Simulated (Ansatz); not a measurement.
# Si2W (P6_222) in Ansatz: relaxation of the atoms with PBE

Aim: the relaxation of the atoms of Si2W with PBE.

All numbers are computed with Ansatz 0.2.0; they aren't measurements. Logs are shortened: lines on timing, memory, paths and dates and some standing lists are left out, and cuts for length are marked.

### 1 The cell of the first run

It takes space group P6_222 (No. 180, hexagonal). Conventional cell: a = 4.571 Å, b = 4.571 Å, c = 6.653 Å, α = 90.00°, β = 90.00°, γ = 120.00°. Around W (site symmetry 222) lie 10 Si at 2.59 to 2.66 Å. Si (site symmetry 2) has 5 Si at 2.57 to 2.66 Å and 5 W at 2.59 to 2.66 Å as nearest neighbours.

Measurements of this composition are mostly on another form, of space group No. 139.

### 2 Relaxation of the atoms, PBE (strained by -1 %)

Input file input.yaml:

```yaml
crystal:
  lattice:
    - [4.5706838583, 0.0, 0.0]
    - [-2.2853419292, 3.9583283339, 0.0]
    - [0.0, 0.0, 6.653222]
  atoms:
    - { symbol: W, position: [0.5, 0.0, 0.5] }
    - { symbol: W, position: [0.5, 0.5, 0.8333333333] }
    - { symbol: W, position: [0.0, 0.5, 0.1666666667] }
    - { symbol: Si, position: [0.327252, 0.163626, 0.1666666667] }
    - { symbol: Si, position: [0.836374, 0.163626, 0.8333333333] }
    - { symbol: Si, position: [0.163626, 0.327252, 0.5] }
    - { symbol: Si, position: [0.672748, 0.836374, 0.1666666667] }
    - { symbol: Si, position: [0.163626, 0.836374, 0.8333333333] }
    - { symbol: Si, position: [0.836374, 0.672748, 0.5] }
hamiltonian:
  xc: pbe
  pseudopotentials: { kind: paw }
kpoints:
  mp_grid: { grid: [5, 5, 3] }
scf:
  occupations: { method: fermi_dirac, width: 0.05 }
output:
  forces: true
  stress: true
  eigenvalues: true
relax:
  f_tol: 0.01
  max_steps: 40
```

Potentials or basis: Ansatz PAW.

On the command line:

```sh
$ ansatz run input.yaml --threads 4 --pin off --max-ram 11264MiB --backend cpu --events-out ev --progress --plain --runs-dir out
```

Log:

```text
Warning: output.stress: scf.convergence.dr2_threshold = 1e-7 eV (the SCF's general default) is looser than the 9e-10 eV advised for a printed stress (1e-10 eV for each atom of the cell: 9). What an SCF threshold leaves in a stress goes as its square root, and in the free energy as the threshold itself, and one threshold admits the most on a small cell: of the crystals measured, under no hybrid functional and no lock of the moments, on runs that ended without the residual-converged pass, on stresses that held no estimate of that error, the worst erred by over 100 MPa in a component at 1e-7 eV an atom and by under 5 at 1e-10. Every solve of this run answers to scf.convergence.dr2_threshold, and the tensor of one is reported: a single SCF on the reported geometry and on this run's grids (its basis.xc_grid and basis.ecutrho_ratio typed), with scf.convergence.dr2_threshold at 9e-10 eV or tighter, prints it and tightens no other solve. Else set scf.convergence.dr2_threshold to 9e-10 eV or tighter. The threshold is an SCF's pass mark: one that does not reach it within its budget of iterations ends unconverged, or closes short of it on a stop that the run arms, and scf.convergence.dr2_threshold's page says what that costs each kind of run
Warning: RAYON_NUM_THREADS=4 ignored (pool sized by the plan → 4); use --threads N
Engine: ansatz 0.2.0, aarch64-unknown-linux-gnu
Pseudopotentials: kind: paw
Pseudopotential: W, paw, valence charge 14, recommended cutoff 420 eV (normal), W.paw.azcp
Pseudopotential: Si, paw, valence charge 4, recommended cutoff 420 eV (normal), Si.paw.azcp
Functional definition: PBE
  parameter kappa = 0.804
  parameter beta = 0.06672455060314922
  exchange = pbe_x(kappa = kappa, mu = beta*pi^2/3)
  correlation = pbe_c(beta = beta)
Crystal: 9 atoms, lattice volume = 120.372 Å³
Basis set: ecut = 420 eV, 2381 PW (Γ), exchange–correlation on 64×64×90 points (8 copies of the dense FFT grid, shifted against one another)
Bands: 42, of which v1, the nominal top of the filled ones, is band 33 counted from 1 (32 counted from 0)
Symmetry: 12 space group operations
Space group: P6222 (ITA 180), of the structure as read, at distance tolerance 4.9e-5 Å
k-points: 10 of 75
Non-local potential: W, projectors of the file, l = 0: 3, l = 1: 2, l = 2: 2, l = 3: 1
Non-local potential: Si, projectors of the file, l = 0: 2, l = 1: 2, l = 2: 2
PAW form: soft (Blöchl's): semilocal exchange-correlation on the pseudo side does not see the compensation charge
PAW one-centre angular grid: W, 590 points (default); XC on 64 Gauss nodes
PAW one-centre angular grid: Si, 110 points (default); XC on 64 Gauss nodes
Initial density: superposition of atomic densities (neutral atoms: chi_scale 0, normalization atom), corrected by the library's trained network
Initial wavefunctions: pseudopotential atomic-orbital guess
Functional: x = pbe(κ = 0.804, μ = 0.2195149727645171), c = pbe(β = 0.06672455060314922)
SCF iter   1: F=—  HF=-34971.762022 eV  |F-HF|=—  |Δ(HF+E_count)|=         —  Δρ=7.48e-3  dr2=6.61e-2  ethr=1.77e-3  ⟨swp⟩=7.5  Hψ=1964  notcnv=0
preconditioner: auto → Resta (q_TF=auto, 2.468 Å⁻¹)  ε∞=9.3  [insulator: Δε(μ)=0.543 eV  Ē_g=7.594 eV  σ=0.050 eV  W_gap=0.99  n_scr=34 (ndim 8)  ℏωp=21.9 eV  f_vac=0.000  D(μ)=0.02/eV (n_scr^D=0)  ε∞_Penn≈9.3]
SCF iter   2: F=—  HF=-34971.752517 eV  |F-HF|=—  |Δ(HF+E_count)|=   9.51e-3  Δρ=3.68e-3  dr2=1.13e-2  ethr=1.00e-4  ⟨swp⟩=1.8  Hψ=513  notcnv=0  defer=2
SCF iter   3: F=—  HF=-34971.751446 eV  |F-HF|=—  |Δ(HF+E_count)|=   1.07e-3  Δρ=6.62e-4  dr2=2.68e-4  ethr=1.72e-5  ⟨swp⟩=2.2  Hψ=530  notcnv=0  defer=2
SCF iter   4: F=—  HF=-34971.751491 eV  |F-HF|=—  |Δ(HF+E_count)|=   4.53e-5  Δρ=7.28e-5  dr2=3.14e-6  ethr=4.05e-7  ⟨swp⟩=2.8  Hψ=733  notcnv=0  defer=2
iter 5 did not close the SCF: its close was put off for the readings that it lacked (scf_convergence_deferred on its scf_iter line)
SCF iter   5: F=-34971.751491 eV  HF=-34971.751491 eV  |F-HF|=3.65e-9  |Δ(HF+E_count)|=   1.16e-7  Δρ=8.19e-6  dr2=4.45e-8  ethr=4.76e-9  ⟨swp⟩=2.0  Hψ=668  notcnv=0  defer=2
SCF iter   6: F=-34971.751491 eV  HF=-34971.751491 eV  |F-HF|=1.02e-10  |Δ(HF+E_count)|=  9.97e-10  Δρ=1.13e-6  dr2=7.51e-10  ethr=6.75e-11  ⟨swp⟩=6.7  Hψ=1471  notcnv=0
SCF 1 converged in 6 iterations: F = -34971.751491 eV  dr2 = 7.51e-10
relax step   1: F+E_penalty+E_count = -34971.75149137 eV  Δ(F+E_penalty+E_count) = +0.000e0 eV  max|allowed force component| = 1.849e-2 eV/Å  Δτ_max = 0.0000 Å  (6 SCF iters, dr2 threshold 2.50e-6 eV, accepted)
Initial density: handed on by an earlier stage of this run
Initial wavefunctions: those handed on with the density
iter 1 solved again at ethr=1.73e-8 eV; its pass at ethr=3.10e-3 eV (dr2=1.14e-5 eV) is discarded
SCF iter   1: F=—  HF=-34971.751520 eV  |F-HF|=—  |Δ(HF+E_count)|=         —  Δρ=7.30e-5  dr2=1.18e-5  ethr=1.73e-8  ⟨swp⟩=2.2  Hψ=1264  notcnv=0
preconditioner: auto → Resta (q_TF=auto, 2.468 Å⁻¹)  ε∞=9.3  [insulator: Δε(μ)=0.474 eV  Ē_g=7.610 eV  σ=0.050 eV  W_gap=0.98  n_scr=34 (ndim 8)  ℏωp=21.9 eV  f_vac=0.000  D(μ)=0.04/eV (n_scr^D=0)  ε∞_Penn≈9.3]
SCF iter   2: F=—  HF=-34971.751549 eV  |F-HF|=—  |Δ(HF+E_count)|=   2.96e-5  Δρ=4.11e-5  dr2=3.67e-6  ethr=1.73e-8  ⟨swp⟩=2.1  Hψ=588  notcnv=0
iter 3 did not close the SCF: its close was put off for the readings that it lacked (scf_convergence_deferred on its scf_iter line)
SCF iter   3: F=-34971.751548 eV  HF=-34971.751548 eV  |F-HF|=8.80e-9  |Δ(HF+E_count)|=   1.07e-6  Δρ=3.96e-6  dr2=1.73e-8  ethr=5.56e-9  ⟨swp⟩=2.0  Hψ=592  notcnv=0
iter 4 did not close the SCF: its close was put off for the readings that it lacked (scf_convergence_deferred on its scf_iter line)
SCF iter   4: F=-34971.751548 eV  HF=-34971.751548 eV  |F-HF|=8.88e-10  |Δ(HF+E_count)|=   1.73e-9  Δρ=9.51e-7  dr2=1.31e-9  ethr=2.62e-11  ⟨swp⟩=2.0  Hψ=619  notcnv=0
iter 5 did not close the SCF: its close was put off for the readings that it lacked (scf_convergence_deferred on its scf_iter line)
SCF iter   5: F=-34971.751548 eV  HF=-34971.751548 eV  |F-HF|=0.00e0  |Δ(HF+E_count)|=  2.18e-10  Δρ=2.44e-7  dr2=4.35e-11  ethr=1.98e-12  ⟨swp⟩=2.5  Hψ=646  notcnv=0
SCF iter   6: F=-34971.751548 eV  HF=-34971.751548 eV  |F-HF|=7.28e-12  |Δ(HF+E_count)|=  7.28e-12  Δρ=4.61e-8  dr2=3.00e-12  ethr=1.00e-12  ⟨swp⟩=4.8  Hψ=1027  notcnv=0
SCF 2 converged in 6 iterations: F = -34971.751548 eV  dr2 = 3.00e-12
relax step   2: F+E_penalty+E_count = -34971.75154810 eV  Δ(F+E_penalty+E_count) = -5.672e-5 eV  max|allowed force component| = 9.731e-4 eV/Å  Δτ_max = 0.0010 Å  (6 SCF iters, accepted)
SCF converged after 6 iterations
Free energy (F): -34971.751548 eV
Harris-Foulkes:  -34971.751548 eV  (|F-HF|=7.28e-12)
Internal energy: -34971.750926 eV  (E = F + TS)
E sigma→0 (E₀):  -34971.751237 eV
Entropy (-TS):   -0.000622 eV (-0.069 meV/atom)
Fermi energy:    17.368598 eV
--- Per-component energies (eV) ---
  E_band       = -227.716272
  E_kinetic    = 1628.468454
  E_local      = -2815.091642  (includes V_loc(G=0)·N_el)
  E_nonlocal   = 152.382081
  E_hartree    = 1108.172257
  E_xc         = -1146.932853
  E_vxc        = -1017.319313  (∫ρ·V_xc dr)
  E_paw        = -28765.535052  (= ΣΔE_a)
  E_vpaw       = -392.500086  (= ΣTr[D̂ρ^β])
  E_aug_tail   = -0.000194  (compensation charges beyond the density's cutoff)
  E_ewald      = -5133.213979
  E_smearing   = -0.000622  (= −TS)
  E_closure    = -0.000000  (closes the sum)
  Σ components = -34971.751548   (vs F -34971.751548, Δ=0.00e0)
--- Forces (eV/Å), atoms counted from 1 ---
  atom   1  W      0.00000000     0.00000000    -0.00000000
  atom   2  W      0.00000000     0.00000000     0.00000000
  atom   3  W     -0.00000000    -0.00000000     0.00000000
  atom   4  Si     0.00084276     0.00048657     0.00000000
  atom   5  Si    -0.00084276     0.00048657    -0.00000000
  atom   6  Si    -0.00000000     0.00097313     0.00000000
  atom   7  Si    -0.00084276    -0.00048657     0.00000000
  atom   8  Si     0.00084276    -0.00048657     0.00000000
  atom   9  Si     0.00000000    -0.00097313    -0.00000000
  max |Σ_I F_I| component: 9.70e-17 eV/Å
--- Stress (GPa, compression-positive) ---
        4.879110      -0.000000      -0.000000
       -0.000000       4.879110      -0.000000
       -0.000000      -0.000000       2.094287
  P = ⅓ Tr σ = 3.9508 GPa (39.508 kbar)
--- Band table (eV; the first three rows and the last of 10) ---
  k-point 0: bands = ["-56.7589", "-56.7460", "-56.7460", "-21.1831", "-21.1815", "-21.1815", "-21.1477", "-21.1477", "-21.0715", "-21.0458", "-21.0458", "-21.0298", "2.7273", "5.9472", "5.9472", "9.7647", "10.3087", "10.3087", "11.1693", "11.1693", "11.9241", "12.1385", "12.1385", "12.4233", "13.3251", "13.3251", "13.9447", "13.9447", "14.1166", "14.1166", "14.4884", "14.9157", "16.4854", "19.7210", "19.7210", "19.8267", "19.8657", "20.1740", "20.2925", "20.2925", "20.3903", "20.3903"]
  k-point 1: bands = ["-56.7569", "-56.7518", "-56.7423", "-21.2226", "-21.1695", "-21.1564", "-21.1464", "-21.1157", "-21.0758", "-21.0751", "-21.0547", "-21.0184", "3.1448", "4.3127", "7.5100", "10.0901", "10.2453", "10.3541", "10.7375", "11.3583", "11.4094", "11.6032", "11.7762", "11.9678", "13.5496", "13.5977", "13.6737", "13.9346", "14.4914", "14.8028", "14.9658", "15.4167", "17.1619", "18.8017", "19.4946", "19.8467", "19.8656", "19.9442", "20.0933", "20.2282", "20.3803", "20.4601"]
  k-point 2: bands = ["-56.7578", "-56.7471", "-56.7460", "-21.2111", "-21.1905", "-21.1620", "-21.1463", "-21.1419", "-21.0712", "-21.0505", "-21.0500", "-21.0197", "3.1564", "6.2440", "6.2940", "8.3015", "9.3077", "10.0840", "10.5893", "11.5474", "12.2682", "12.2736", "12.6574", "12.9327", "13.3438", "13.7898", "13.9278", "14.1483", "14.1925", "14.2951", "14.5732", "14.5911", "16.3810", "18.4931", "18.8087", "19.1798", "19.1967", "19.4748", "19.6254", "20.0177", "20.5151", "20.5927"]
  k-point 9: bands = ["-56.7543", "-56.7499", "-56.7466", "-21.2190", "-21.2133", "-21.1826", "-21.1412", "-21.1105", "-21.0934", "-21.0613", "-21.0240", "-21.0166", "5.4960", "6.0131", "6.3930", "6.9814", "7.9826", "8.9234", "10.0919", "10.7049", "11.6998", "12.4685", "12.8787", "13.2060", "13.5223", "13.8250", "13.9055", "14.0935", "14.7462", "15.3628", "15.8090", "16.2091", "16.9007", "18.1433", "18.1666", "18.7828", "19.2105", "19.3412", "19.4254", "19.7012", "19.9764", "20.3472"]
--- Relaxed structure (2 steps of the walk, 2 accepted, 0 SCFs on fresh bases) ---
  F+E_penalty+E_count = -34971.75154810 eV   max|allowed force component| = 9.731e-4 eV/Å
  atoms:
    - { symbol: W, position: [0.49999999999999994, 3.0433784193415848e-21, 0.49999999999999994] }
    - { symbol: W, position: [0.5, 0.5, 0.8333333333333334] }
    - { symbol: W, position: [0.0, 0.5, 0.16666666666666669] }
    - { symbol: Si, position: [0.3274974879738273, 0.16374874398691364, 0.16666666666666669] }
    - { symbol: Si, position: [0.8362512560130863, 0.16374874398691366, 0.8333333333333334] }
    - { symbol: Si, position: [0.16374874398691364, 0.32749748797382733, 0.49999999999999994] }
    - { symbol: Si, position: [0.6725025120261727, 0.8362512560130863, 0.16666666666666669] }
    - { symbol: Si, position: [0.16374874398691364, 0.8362512560130864, 0.8333333333333334] }
    - { symbol: Si, position: [0.8362512560130863, 0.6725025120261727, 0.49999999999999994] }
```

Run time: 3 s. Hardware: 4 threads of Arm Neoverse V2, shared host; peak memory 0.42 GiB.

What came out:

```yaml
Free_energy: -34971.7515 eV
Energy_gained_by_relaxing: 0.0 meV/atom
Ionic_steps: 2
Pressure_after_relaxing: 4.0 GPa
Band_gap_on_the_k_mesh: 0.47 eV, indirect (least direct gap 1.01 eV)
```

Final structure:
```xyz
9
Lattice="4.5707 0.0000 0.0000 -2.2853 3.9583 0.0000 0.0000 0.0000 6.6532" Properties=species:S:1:pos:R:3 pbc="T T T"
W     2.2853    0.0000    3.3266
W     1.1427    1.9792    5.5444
W    -1.1427    1.9792    1.1089
Si    1.1227    0.6482    1.1089
Si    3.4480    0.6482    5.5444
Si    0.0000    1.2963    3.3266
Si    1.1627    3.3102    1.1089
Si   -1.1627    3.3102    5.5444
Si    2.2853    2.6620    3.3266
```

Levels at points of the mesh, in eV from the valence-band top:
| k point | band 29 | band 30 | band 31 | band 32 | band 33 | band 34 | band 35 | band 36 | band 37 | band 38 |
| --- | --- | --- | --- | --- | --- | --- | --- | --- | --- | --- |
| (0.00, 0.00, 0.00) | -3.05 | -3.05 | -2.67 | -2.25 | -0.68 | 2.56 | 2.56 | 2.66 | 2.70 | 3.01 |

Caveat: odd divisions of the mesh miss points on the zone boundary, where band edges often lie, so the gap on the mesh can be too wide; spin-orbit coupling is left out, which moves the levels of the heavy elements; the thresholds are loose for stress. A k mesh can miss the band edges.
